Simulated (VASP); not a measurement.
# BeSe (F-43m) in VASP: further runs

One crystal, BeSe, is run at these levels: PBE+D3(BJ); tasks: single point, relaxation of cell and atoms.

Program: VASP 6.6.1. These are calculated values, not measurements. Logs are shortened: lines on timing, memory, paths and dates and some standing lists are left out, and cuts for length are marked.

## Step 1: The structure

Symmetry: F-43m, No. 216, cubic system. The conventional cell has a = 5.108 Å, b = 5.108 Å, c = 5.108 Å, α = 90.00°, β = 90.00°, γ = 90.00°. Be (site symmetry -43m) is surrounded by 4 Se at 2.21 Å. Around Se (site symmetry -43m) lie 4 Be at 2.21 Å.

The cell comes from a database or a generator and needn't be the stable form of this composition.

## Step 2: Single point, PBE+D3(BJ)

Contents of INCAR:

```
SYSTEM = BeSe
  PREC = Accurate
  ENCUT = 520
  EDIFF = 1E-6
  ISMEAR = 0
  SIGMA = 0.02
  LREAL = .FALSE.
  LASPH = .TRUE.
  NELM = 100
  ALGO = Normal
  ISIF = 2
  LWAVE = .FALSE.
  LCHARG = .TRUE.
  GGA = PE
  IVDW = 12
  LELF = .TRUE.
  LVHAR = .TRUE.
  NBANDS = 11
```

Contents of KPOINTS:

```
Automatic mesh
0
G
  8 8 8
  0 0 0
```

Contents of POSCAR:

```
BeSe
1.0
    0.0000000000      2.5541911253      2.5541911253
    2.5541911253      0.0000000000      2.5541911253
    2.5541911253      2.5541911253      0.0000000000
Be Se
1 1
Direct
    0.0000000000      0.0000000000      0.0000000000
    0.2500000000      0.2500000000      0.2500000000
```

Potentials or basis: VASP PAW PBE potentials, release 64 (Be, Se).

Started as:

```bash
$ cat potpaw_PBE.64/Be/POTCAR potpaw_PBE.64/Se/POTCAR > POTCAR
$ mpirun -np 1 vasp_std > vasp.out
```

OUTCAR:

```text
SYSTEM = BeSe
   PREC = Accurate
   ENCUT = 520
   EDIFF = 1E-6
   ISMEAR = 0
   LREAL = .FALSE.
   LASPH = .TRUE.
   NELM = 100
   ISIF = 2
   GGA = PE
   IVDW = 12
 IVDW          = 12

 ion  position               nearest neighbor table
   1  0.000  0.000  0.000-   2 2.21   2 2.21   2 2.21   2 2.21
   2  0.250  0.250  0.250-   1 2.21   1 2.21   1 2.21   1 2.21

  LATTYP: Found a face centered cubic cell.
 ALAT       =     5.1083822506

  Lattice vectors:

 A1 = (   0.0000000000,   2.5541911253,   2.5541911253)
 A2 = (   2.5541911253,   0.0000000000,   2.5541911253)
 A3 = (   2.5541911253,   2.5541911253,   0.0000000000)

Analysis of symmetry for initial positions (statically):
=====================================================================
 Subroutine PRICEL returns:
 Original cell was already a primitive cell.

 Routine SETGRP: Setting up the symmetry group for a
 face centered cubic supercell.

 Subroutine GETGRP returns: Found 24 space group operations
 (whereof 24 operations were pure point group operations)
 out of a pool of 48 trial point group operations.

The static configuration has the point symmetry T_d .

Analysis of symmetry for dynamics (positions and initial velocities):
=====================================================================
 Subroutine PRICEL returns:
 Original cell was already a primitive cell.

 Routine SETGRP: Setting up the symmetry group for a
 face centered cubic supercell.

 Subroutine GETGRP returns: Found 24 space group operations
 (whereof 24 operations were pure point group operations)
 out of a pool of 48 trial point group operations.

The dynamic configuration has the point symmetry T_d .

 Subroutine INISYM returns: Found 24 space group operations
 (whereof 24 operations are pure point group operations),
 and found     1 'primitive' translations

----------------------------------------------------------------------------------------

                                     Primitive cell

  volume of cell :      33.3265

  direct lattice vectors                    reciprocal lattice vectors
     0.000000000  2.554191125  2.554191125    -0.195756690  0.195756690  0.195756690
     2.554191125  0.000000000  2.554191125     0.195756690 -0.195756690  0.195756690
     2.554191125  2.554191125  0.000000000     0.195756690  0.195756690 -0.195756690

  length of vectors
     3.612171730  3.612171730  3.612171730     0.339060533  0.339060533  0.339060533

  position of ions in fractional coordinates (direct lattice)
     0.000000000  0.000000000  0.000000000
     0.250000000  0.250000000  0.250000000

  ion indices of the primitive-cell ions
   primitive index   ion index
                 1           1
                 2           2

----------------------------------------------------------------------------------------

 KPOINTS: Automatic mesh

Automatic generation of k-mesh.
 Grid dimensions read from file:
 generate k-points for:    8    8    8

 Generating k-lattice:

  Cartesian coordinates                     Fractional coordinates (reciprocal lattice)
    -0.024469586  0.024469586  0.024469586     0.125000000  0.000000000  0.000000000
     0.024469586 -0.024469586  0.024469586     0.000000000  0.125000000  0.000000000
     0.024469586  0.024469586 -0.024469586     0.000000000  0.000000000  0.125000000

  Length of vectors
     0.042382567  0.042382567  0.042382567

  Shift w.r.t. Gamma in fractional coordinates (k-lattice)
     0.000000000  0.000000000  0.000000000

 Subroutine IBZKPT returns following result:
 ===========================================

 Found     29 irreducible k-points:

 Following reciprocal coordinates:
            Coordinates               Weight
  0.000000  0.000000  0.000000      1.000000
  0.125000  0.000000  0.000000      8.000000
  0.250000  0.000000  0.000000      8.000000
  0.375000  0.000000  0.000000      8.000000
  0.500000  0.000000  0.000000      4.000000
  0.125000  0.125000  0.000000      6.000000
[... 16 lines left out ...]
  0.500000  0.250000  0.125000     48.000000
 -0.375000  0.250000  0.125000     24.000000
 [... further k-points ...]
   k-points           NKPTS =     29   k-points in BZ     NKDIM =     29   number of bands    NBANDS=     11
   number of dos      NEDOS =    301   number of ions     NIONS =      2
   total plane-waves  NPLWV =  21952
   dimension x,y,z NGX =    28 NGY =   28 NGZ =   28
   dimension x,y,z NGXF=    56 NGYF=   56 NGZF=   56
   ions per type =               1   1
   NGX,Y,Z   is equivalent  to a cutoff of  12.89, 12.89, 12.89 a.u.
   NGXF,Y,Z  is equivalent  to a cutoff of  25.77, 25.77, 25.77 a.u.
 SYSTEM =  BeSe
   PREC   = accura    normal or accurate (medium, high low for compatibility)
   ISTART =      0    job   : 0-new  1-cont  2-samecut
   ICHARG =      2    charge: 1-file 2-atom 10-const
   ISPIN  =      1    spin polarized calculation?
   LNONCOLLINEAR =      F non collinear calculations
   LSORBIT =      F    spin-orbit coupling
   LASPH  =      T    aspherical Exc in radial PAW
   ENCUT  =  520.0 eV  38.22 Ry    6.18 a.u.   6.72  6.72  6.72*2*pi/ulx,y,z
   NELM   =    100;   NELMIN=  2; NELMDL= -5     # of ELM steps
   EDIFF  = 0.1E-05   stopping-criterion for ELM
   LREAL  =      F    real-space projection
   EDIFFG = 0.1E-04   stopping-criterion for IOM
   NSW    =      0    number of steps for IOM
   IBRION =     -1    ionic relax: 0-MD 1-quasi-New 2-CG
   NFREE  =      0    steps in history (QN), initial steepest desc. (CG)
   ISIF   =      2    stress and relaxation
   ISYM   =      2    0-nonsym 1-usesym 2-fastsym
   POTIM  = 0.5000    time-step for ionic-motion
   TEBEG  =    0.0;   TEEND  =   0.0 temperature during run
   PSTRESS=    0.0 pullay stress
   NELECT =       8.0000    total number of electrons
   NUPDOWN=      -1.0000    fix difference up-down
   EMIN   =  10.00;   EMAX   =-10.00  energy-range for DOS
   EFERMI =   0.00;   METHOD = LEGACY
   ISMEAR =     0;   SIGMA  =   0.02  broadening in eV -4-tet -1-fermi 0-gaus
   EFERMI_NEDOS =   21; number of points for ismear=-14 and -15
   IALGO  =     38    algorithm
   IMIX   =      4    mixing-type and parameters
     AMIX     =   0.40;   BMIX     =  1.00
     AMIX_MAG =   1.60;   BMIX_MAG =  1.00
  volume/ion in A,a.u.               =      16.66       112.45
  Fermi-wavevector in a.u.,A,eV,Ry     =   1.017438  1.922680 14.084490  1.035181
  Thomas-Fermi vector in A             =   2.150839
   LORBIT       =      0    0 simple, 1 ext, 2 COOP (PROOUT), +10 PAW based schemes
   GGA     = PE    functional components
   LHFCALC =     F    Hartree Fock is set to
   AEXX    =    0.0000 exact exchange contribution
   IVDW    =    12    specifies the selected vdW correction
   LEPSILON=     F    determine dielectric tensor
   LRPA    =     F    only Hartree local field effects (RPA)
 non-spin polarized calculation
 Gauss-broadening in eV      SIGMA  =   0.02
  energy-cutoff  :      520.00
  volume of cell :       33.33
 maximum number of plane-waves:       934
   NGX = 13   NGY = 13   NGZ = 13

 number of electron       8.0000000 magnetization

 Free energy of the ion-electron system (eV)
  ---------------------------------------------------
  ext. energy  EPLUGINS =         0.00000000
  ---------------------------------------------------
  free energy    TOTEN  =        -8.84379299 eV

  energy without entropy =       -8.84379299  energy(sigma->0) =       -8.84379299

 E-fermi :   3.7281     XC(G=0):  -9.5159

 val. band max:        3.5597822615   @ k =   0.0000   0.0000   0.0000
 cond. band min:       6.1346495279   @ k =   0.5000   0.5000   0.0000
 fundamental gap:      2.5748672664
 Fermi energy:         3.7280826782

 k-point     1 :       0.0000    0.0000    0.0000
  band No.  band energies     occupation
      1     -10.3771      2.00000
      2       3.5598      2.00000
      3       3.5598      2.00000
      4       3.5598      2.00000
      5       8.0816      0.00000
      6       8.5648      0.00000
      7       8.5648      0.00000
      8       8.5648      0.00000
      9      15.7004      0.00000
     10      16.1351      0.00000
     11      16.1351      0.00000

 k-point     2 :       0.1250    0.0000    0.0000
  band No.  band energies     occupation
      1     -10.2187      2.00000
      2       2.2212      2.00000
      3       3.3412      2.00000
      4       3.3412      2.00000
      5       8.2046      0.00000
      6       8.9238      0.00000
      7       8.9238      0.00000
      8       9.8091      0.00000
      9      15.1851      0.00000
     10      15.1851      0.00000
     11      15.8514      0.00000

 k-point     3 :       0.2500    0.0000    0.0000
  band No.  band energies     occupation
      1      -9.7865      2.00000
      2       0.0837      2.00000
      3       2.9140      2.00000
      4       2.9140      2.00000
      5       8.1084      0.00000
      6       9.4797      0.00000
      7       9.4797      0.00000
      8      12.0402      0.00000
      9      14.8675      0.00000
     10      14.8675      0.00000
     11      15.6936      0.00000

 k-point     4 :       0.3750    0.0000    0.0000
  band No.  band energies     occupation
      1      -9.2501      2.00000
      2      -1.6124      2.00000
      3       2.5747      2.00000
      4       2.5747      2.00000
      5       8.0064      0.00000
      6       9.5847      0.00000
      7       9.5847      0.00000
      8      13.4187      0.00000
      9      16.0976      0.00000
     10      16.1670      0.00000
     11      16.1670      0.00000

 k-point     5 :       0.5000    0.0000    0.0000
  band No.  band energies     occupation
      1      -8.9788      2.00000
      2      -2.2846      2.00000
      3       2.4516      2.00000
      4       2.4516      2.00000
      5       7.9659      0.00000
      6       9.5297      0.00000
      7       9.5297      0.00000
      8      13.6229      0.00000
      9      17.2402      0.00000
     10      17.9720      0.00000
     11      17.9721      0.00000
[... 211 lines left out ...]
 k-point    21 :       0.5000    0.5000    0.0000
  band No.  band energies     occupation
      1      -8.4995      2.00000
      2      -1.6303      2.00000
      3       0.8276      2.00000
      4       0.8276      2.00000
      5       6.1346      0.00000
      6       7.7489      0.00000
      7      15.4391      0.00000
      8      15.4391      0.00000
      9      18.4603      0.00000
     10      18.5478      0.00000
     11      20.0357      0.00000

 k-point    22 :       0.3750    0.2500    0.1250
  band No.  band energies     occupation
      1      -9.4353      2.00000
      2      -0.1723      2.00000
      3       1.3051      2.00000
      4       2.3558      2.00000
      5       8.3702      0.00000
      6       9.9730      0.00000
      7      10.4126      0.00000
      8      11.4670      0.00000
      9      14.5223      0.00000
     10      16.9574      0.00000
     11      17.8191      0.00000

 k-point    23 :       0.5000    0.2500    0.1250
  band No.  band energies     occupation
      1      -8.9671      2.00000
      2      -1.2695      2.00000
      3       0.7418      2.00000
      4       1.8763      2.00000
      5       8.8615      0.00000
      6       9.6566      0.00000
      7      11.2033      0.00000
      8      12.1702      0.00000
      9      15.6307      0.00000
     10      16.5100      0.00000
     11      19.0261      0.00000

 k-point    24 :      -0.3750    0.2500    0.1250
  band No.  band energies     occupation
      1      -8.7382      2.00000
      2      -1.7785      2.00000
      3       0.6315      2.00000
      4       1.6330      2.00000
      5       9.0496      0.00000
      6       9.3227      0.00000
      7      11.9827      0.00000
      8      13.3379      0.00000
      9      14.0163      0.00000
     10      18.2012      0.00000
     11      18.3856      0.00000

 [... further k-points ...]

------------------------ aborting loop because EDIFF is reached ----------------------------------------

 Edisp (eV)   -0.64520

 E8    (eV) :    -0.2522

  FORCE on cell =-STRESS in cart. coord.  units (eV):
  Direction    XX          YY          ZZ          XY          YZ          ZX
  --------------------------------------------------------------------------------------
  -------------------------------------------------------------------------------------
  Total       0.04853     0.04853     0.04853    -0.00000    -0.00000    -0.00000
  in kB       2.33309     2.33309     2.33309    -0.00000    -0.00000    -0.00000
  external pressure =        2.33 kB  Pullay stress =        0.00 kB

 VOLUME and BASIS-vectors are now :
 -----------------------------------------------------------------------------
  energy-cutoff  :      520.00
  volume of cell :       33.33
      direct lattice vectors                 reciprocal lattice vectors
     0.000000000  2.554191125  2.554191125    -0.195756690  0.195756690  0.195756690
     2.554191125  0.000000000  2.554191125     0.195756690 -0.195756690  0.195756690
     2.554191125  2.554191125  0.000000000     0.195756690  0.195756690 -0.195756690

 POSITION                                       TOTAL-FORCE (eV/Angst)
 -----------------------------------------------------------------------------------
      0.00000      0.00000      0.00000        -0.000000     -0.000000     -0.000000
      1.27710      1.27710      1.27710         0.000000      0.000000      0.000000
 -----------------------------------------------------------------------------------
    total drift:                                0.000000      0.000000      0.000000

  FREE ENERGIE OF THE ION-ELECTRON SYSTEM (eV)
  ---------------------------------------------------
  free  energy   TOTEN  =        -9.4889889106 eV

  energy  without entropy=       -9.4889889106  energy(sigma->0) =       -9.48898891
```

It took 7.5 s on 1 thread of Intel Xeon Platinum 8488C (Sapphire Rapids), shared host; peak memory 0.16 GiB.

What came out:

| Property | Result |
| --- | --- |
| Free energy | -9.4890 eV |
| Pressure | 0.2 GPa |
| Band gap on the k mesh | 2.57 eV, indirect (least direct gap 4.52 eV) |
| Dispersion energy per atom | -0.323 eV |

A k mesh can miss the band edges. A hybrid or GW would open this gap; PBE tends to underestimate it.

(Continued in part 2 of 2.)
